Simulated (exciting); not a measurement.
Input of an exciting (release sodium) run:

File run_exciting.py:

```python
import subprocess
import xml.etree.ElementTree as ET
from ase.io import read
from ase.units import Bohr

atoms = read("ZnSe.xyz")
rmt = {'Se': 2.0, 'Zn': 2.0}  # bohr
tasks = """
<groundstate do="fromscratch" ngridk="5 5 5" rgkmax="7.5" gmaxvr="14" lmaxapw="10" lmaxmat="10" lmaxvr="8" xctype="GGA_PBE_SOL" stype="Gaussian" swidth="0.00018375" nempty="10" ValenceRelativity="iora*" epsengy="1e-05" epspot="1e-05" maxscl="60" outputlevel="normal"/>
<xs xstype="TDDFT" ngridk="6 6 6" vkloff="0.097 0.273 0.493" nempty="30" gqmax="2" broad="0.007" scissor="0.018375" tevout="true">
  <energywindow intv="0 0.7" points="250"/>
  <tddft fxctype="RPA"/>
  <qpointset>
    <qpoint>0 0 0</qpoint>
  </qpointset>
</xs>
"""

root = ET.Element("input")
ET.SubElement(root, "title").text = "ZnSe"
structure = ET.SubElement(root, "structure", speciespath="./", tshift="false")
crystal = ET.SubElement(structure, "crystal", scale="1.0")
for vector in atoms.cell / Bohr:
    ET.SubElement(crystal, "basevect").text = " ".join(f"{x:.12f}" for x in vector)
symbols = atoms.get_chemical_symbols()
for element in dict.fromkeys(symbols):
    species = ET.SubElement(structure, "species", speciesfile=element + ".xml", rmt=str(rmt[element]))
    for symbol, position in zip(symbols, atoms.get_scaled_positions(wrap=False)):
        if symbol == element:
            ET.SubElement(species, "atom", coord=" ".join(f"{x:.12f}" for x in position))
root.extend(ET.fromstring("<tasks>" + tasks + "</tasks>"))
ET.indent(root)
ET.ElementTree(root).write("input.xml")
subprocess.run(["exciting_smp"], check=True)
```

ZnSe.xyz

```xyz
2
Lattice="0.0000000000 2.8338000000 2.8338000000 2.8338000000 0.0000000000 2.8338000000 2.8338000000 2.8338000000 0.0000000000" Properties=species:S:1:pos:R:3 pbc="T T T"
Se     4.2507000000      4.2507000000      4.2507000000
Zn     0.0000000000      0.0000000000      0.0000000000
```

Potentials or basis: all-electron LAPW+lo, shipped species files, valence relativity iora*.

The run is started by

```bash
$ OMP_NUM_THREADS=1 python run_exciting.py
```

Problem. Predict the band gap on the k mesh.

Solution. 1.15 eV, direct.

Dielectric function (mean over the directions given):
| energy (eV) | real part | imaginary part |
| --- | --- | --- |
| 0.30 | 6.44 | 0.03 |
| 1.22 | 6.82 | 0.15 |
| 2.21 | 8.09 | 1.60 |
| 3.20 | 8.44 | 2.52 |
| 4.19 | 6.82 | 6.28 |
| 5.18 | 6.35 | 5.52 |
| 6.17 | 0.44 | 10.04 |
| 7.16 | 0.19 | 5.46 |
| 8.15 | -1.10 | 5.22 |
| 9.14 | -1.61 | 3.49 |
| 10.06 | -1.14 | 2.24 |
| 11.05 | -0.98 | 1.96 |
| 12.04 | -0.64 | 1.41 |
| 13.03 | -0.56 | 1.10 |
| 14.02 | -0.44 | 0.85 |
| 15.01 | -0.18 | 0.61 |
| 16.00 | 0.04 | 0.47 |
| 16.99 | 0.20 | 0.47 |
| 17.98 | 0.26 | 0.40 |
| 18.97 | 0.39 | 0.41 |

Caveat: the scissor shift is a trial value, not fitted to this crystal; spectra need much finer meshes, so this one isn't converged.

**What was measured.**

“Alloy Disordering Effects on the Thermal Conductivity and Energy Gap Temperature Dependence of Cd1−xZnxSe Ternary Crystals Grown by the Bridgman Method”, 2023, pmc:10253836 reports, for a bulk crystal of ZnSe at 300 K: band gap 2.695 ± 0.003 eV (an exciton energy, a little under the gap).

Measured gap of ZnSe: 2.695 eV (an exciton energy, a little under the gap; 300 K; “Alloy Disordering Effects on the Thermal Conductivity and Energy Gap Temperature Dependence of Cd1−xZnxSe Ternary Crystals Grown by the Bridgman Method”, 2023, pmc:10253836). This calculation gives 1.15 eV (-1.54 eV). So large a miss can be the level of theory's own, or it may mean another phase, state or a wrong row. Spin-orbit coupling on Se is left out. The value is that of PBEsol, without temperature or zero-point motion. Semilocal functionals fall short of measured gaps as a rule.
